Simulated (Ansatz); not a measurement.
# C: the cost of one run

Method: DFT PBE, scalar-relativistic, plane waves, PAW, in Ansatz 0.2.0.

## (1) Starting point

Symmetry: P-31m, No. 162, trigonal system. The conventional cell has a = 5.852 Å, b = 5.852 Å, c = 2.216 Å, α = 90.00°, β = 90.00°, γ = 120.00°. C (site symmetry 1) has 4 C at 1.35 to 1.64 Å as nearest neighbours.

Structure file:

```
CELL_PARAMETERS angstrom
5.85155 0.00000 0.00000
-2.92578 5.06759 0.00000
0.00000 0.00000 2.21633
ATOMIC_POSITIONS crystal
C 0.85027 0.53883 0.78300
C 0.68855 0.53883 0.21700
C 0.31145 0.85027 0.21700
C 0.68855 0.14973 0.78300
C 0.14973 0.68855 0.78300
C 0.53883 0.68855 0.21700
C 0.46117 0.14973 0.21700
C 0.31145 0.46117 0.78300
C 0.14973 0.46117 0.21700
C 0.53883 0.85027 0.78300
C 0.85027 0.31145 0.21700
C 0.46117 0.31145 0.78300
```

A structure generator made this guess: 4-connected net of one element (P-31m, No. 162). Lengths come from tabulated atomic sizes and are only a guess.

## (2) The guess as it stands, on a coarse mesh

Contents of input.yaml:

```yaml
crystal:
  lattice:
    - [5.85155111, 0.0, 0.0]
    - [-2.92577555, 5.06759191, 0.0]
    - [0.0, 0.0, 2.21632872]
  atoms:
    - { symbol: C, position: [0.85027304, 0.53882602, 0.78300202] }
    - { symbol: C, position: [0.68855298, 0.53882602, 0.21699798] }
    - { symbol: C, position: [0.31144702, 0.85027304, 0.21699798] }
    - { symbol: C, position: [0.68855298, 0.14972696, 0.78300202] }
    - { symbol: C, position: [0.14972696, 0.68855298, 0.78300202] }
    - { symbol: C, position: [0.53882602, 0.68855298, 0.21699798] }
    - { symbol: C, position: [0.46117398, 0.14972696, 0.21699798] }
    - { symbol: C, position: [0.31144702, 0.46117398, 0.78300202] }
    - { symbol: C, position: [0.14972696, 0.46117398, 0.21699798] }
    - { symbol: C, position: [0.53882602, 0.85027304, 0.78300202] }
    - { symbol: C, position: [0.85027304, 0.31144702, 0.21699798] }
    - { symbol: C, position: [0.46117398, 0.31144702, 0.78300202] }
basis:
  ecutwfc: 420
kpoints:
  mp_grid: { grid: [3, 3, 8] }
hamiltonian:
  xc: pbe
scf:
  occupations: { method: gaussian, width: 0.1 }
  lower_state_search: "off"
output:
  forces: true
  stress: true
  eigenvalues: true
```

Started as:

```
> ansatz run input.yaml --threads 1 --pin off --max-ram 2560MiB --backend cpu --events-out ev --progress --plain --runs-dir out
```

What time and memory should one allow on 1 thread of Arm Neoverse V2, shared host?

About 2.6 s, with a peak of 0.3 GiB.
